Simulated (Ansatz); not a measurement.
Crystal: SiNi.

```
Ni Si
1.0
     2.94277    0.00000    0.00000
     0.00000    3.28033    0.00000
     0.00000    0.00000    4.67745
Ni Si
2 2
Cartesian
  1.4714 1.6402 1.6020
  0.0000 0.0000 3.0754
  1.4714 1.6402 3.9438
  0.0000 0.0000 0.7337
```

The cell is a database's computed one.

```yaml
Program: Ansatz 0.2.0
Task: relaxation of cell and atoms
Functional: PBE
Potentials_or_basis: all-electron LAPW, scalar-relativistic
Basis_error_allowed: 0.002 eV/atom
k_mesh: 7 × 6 × 5
Occupations: fermi-dirac, width 0.05 eV
Spin: collinear spin, ferromagnetic start
Starting_moments: "[1.0, 1.0, 0.0, 0.0] μB"
```

At the start: volume 11.29 Å³/atom.

Q: Where does the relaxation end?

A: Over 11 steps the energy falls by 14.8 meV/atom and the volume is 11.73 Å³/atom (+3.9 %); space group Pmmn (No. 59, to 0.05 Å); moment 0.00 μB per cell.

Step by step:
```
step  energy change (eV)  largest force (eV/Å)  volume (Å³)
   1              0.0000                0.0576        45.15
   2             -0.0249                0.0510        46.03
   3             -0.0316                0.0159        46.72
   4             -0.0322                0.0053        46.81
   5             -0.0385                0.0067        46.99
   6             -0.0561                0.0179        47.14
   7             -0.0580                0.0167        46.89
   8             -0.0584                0.0127        46.90
   9             -0.0584                0.0061        46.91
  10             -0.0584                0.0018        46.91
  11             -0.0591                0.0018        46.91
```

Final structure:
```
Ni Si
1.0
     3.22155    0.00000    0.00000
     0.00000    3.08909    0.00000
     0.00000    0.00000    4.71365
Ni Si
2 2
Direct
  0.50000 0.50000 0.34191
  0.00000 0.00000 0.65809
  0.50000 0.50000 0.84287
  0.00000 0.00000 0.15713
```

Caveat: the k mesh is thin for a metal, which can move the energy by tens of meV per atom; the starting moments weren't kept.
